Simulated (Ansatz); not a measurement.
The system is KI.

```
I K
1.0
     0.00000    3.53277    3.53277
     3.53277    0.00000    3.53277
     3.53277    3.53277    0.00000
I K
1 1
Direct
  0.50000 0.50000 0.50000
  0.00000 0.00000 0.00000
```

Program: Ansatz 0.2.0. Alike in all runs: potentials or basis Ansatz PAW; cell as given.

Task: Order these runs on this cell by their band gap on the k mesh, lowest first.
A. level HSE06; spin off; k mesh 4 × 4 × 4; cutoff (eV) 420; smearing fermi-dirac 0.05 eV
B. level B3LYP; spin off; k mesh 4 × 4 × 4; cutoff (eV) 420; smearing gaussian 0.05 eV; broadening 0.05 eV
C. level RPBE; spin off; k mesh 4 × 4 × 4; cutoff (eV) 420; smearing fermi-dirac 0.05 eV
D. level PBEsol; spin SOC, no magnetisation; k mesh 7 × 7 × 7; cutoff (eV) 420; smearing fermi-dirac 0.05 eV; points for each segment of the path 14
E. level r2SCAN; spin off; k mesh 7 × 7 × 7; cutoff (eV) 500; smearing fermi-dirac 0.05 eV; points for each segment of the path 14

Result: D (3.49 eV), C (4.28 eV), E (4.61 eV), A (4.97 eV), B (5.32 eV).

Caveats: spin-orbit coupling is left out, which moves the levels of the heavy elements (some runs); the density of states is complete only up to the lowest level of the last band computed (some runs).

A k mesh can miss the band edges.

Not every run made on this cell is shown here.
